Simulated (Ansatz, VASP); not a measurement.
SnSe2: VASP beside Ansatz

The input INCAR:

```
SYSTEM = SnSe2
PREC = Accurate
ENCUT = 520
EDIFF = 1E-6
ISMEAR = -1
SIGMA = 0.05
LREAL = .False.
LASPH = .True.
NELM = 80
ALGO = Normal
ISIF = 2
LWAVE = .False.
LCHARG = .False.
GGA = PE
IVDW = 13
NBANDS = 20
```

Contents of KPOINTS:

```
regular mesh
0
Gamma
  8 8 5
  0 0 0
```

Contents of POSCAR:

```
SnSe2
1.0
    3.7854220481      0.0000000000      0.0000000000
   -1.8927110241      3.2782716577      0.0000000000
    0.0000000000      0.0000000000      6.0948175511
Sn Se
1 2
Direct
    0.0000000000      0.0000000000      0.0000000000
    0.6666666667      0.3333333333      0.7510000000
    0.3333333333      0.6666666667      0.2490000000
```

Contents of input.yaml:

```yaml
crystal:
  lattice:
    - [3.7854220481, 0.0, 0.0]
    - [-1.8927110241, 3.2782716577, 0.0]
    - [0.0, 0.0, 6.0948175511]
  atoms:
    - { symbol: Sn, position: [0.0, 0.0, 0.0] }
    - { symbol: Se, position: [0.6666666667, 0.3333333333, 0.751] }
    - { symbol: Se, position: [0.3333333333, 0.6666666667, 0.249] }
hamiltonian:
  xc: pbe
  pseudopotentials: { kind: paw }
  dispersion: d4
kpoints:
  mp_grid: { grid: [8, 8, 5] }
scf:
  occupations: { method: fermi_dirac, width: 0.05 }
output:
  forces: true
  stress: true
  eigenvalues: true
```

Alike in both runs: task single point; functional PBE; dispersion D4; k mesh 8 × 8 × 5; occupations fermi-dirac, width 0.05 eV; no spin polarisation.

```csv
,VASP,Ansatz
version,VASP 6.6.1,Ansatz 0.2.0
potentials or method,"VASP PAW PBE potentials, release 64 (Sn_d, Se)",Ansatz PAW
plane-wave cutoff (eV),520,420
valence electrons in the cell,26,46
```

```csv
,VASP,Ansatz,Ansatz less VASP
gap on the k mesh at the Fermi level (eV),0.83,0.84,+0.005
least direct gap on the mesh (eV),1.18,1.19,+0.011
pressure (GPa),4.9,4.8,-0.09
largest component of the traceless stress (GPa),0.99,0.99,-0.001
rms of the force components (eV/Å),0.485,0.476,-0.0084
dispersion energy (meV/atom),-404.2,-404.3,-0.18
```

Atom by atom the forces differ by 0.008 eV/Å (rms over components). The two sets of potentials don't hold the same shells in valence.

Caveats: spin-orbit coupling is left out, which moves the levels of the heavy elements; forces of over 1 eV/Å show positions far from the minimum, so gaps and moduli don't describe the material at rest; an odd mesh through Γ misses points on the zone boundary, where band edges often lie (VASP); odd divisions of the mesh miss points on the zone boundary, where band edges often lie, so the gap on the mesh can be too wide (Ansatz).
